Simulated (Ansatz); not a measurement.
Sn, 1 atom in the cell. It takes space group Immm (No. 71, orthorhombic). Conventional cell: a = 3.453 Å, b = 3.551 Å, c = 4.677 Å, α = 90.00°, β = 90.00°, γ = 90.00°. Sn (site symmetry mmm) is surrounded by 12 Sn at 3.41 to 3.55 Å. This isn't the form of Sn at room conditions, which is tetragonal (white tin).

| Property | Result |
| --- | --- |
| Program | Ansatz 0.2.0 |
| Task | band structure |
| Functional | PBEsol |
| Potentials or basis | all-electron LAPW, scalar-relativistic |
| Cutoff | 155 eV (chosen from the basis error) |
| Basis error allowed | 0.001 eV/atom |
| k mesh | 11 × 11 × 11 |
| Occupations | fermi-dirac, width 0.05 eV |
| Spin | no spin polarisation |

Potentials or basis: all-electron LAPW, scalar-relativistic.

Launch:

```sh
$ ansatz run input.yaml --threads 1 --pin off --max-ram 3072MiB --backend cpu --events-out ev --progress --plain --runs-dir out
```

Hardware: 1 thread of Arm Neoverse V2 (shared host).

Problem. Estimate the wall time of this run.

Solution. It took 14 s on 1 thread of Arm Neoverse V2, on a shared host, peak memory 0.33 GiB. Counts: scf iterations 7, plane waves 129, k points 216, bands 15.
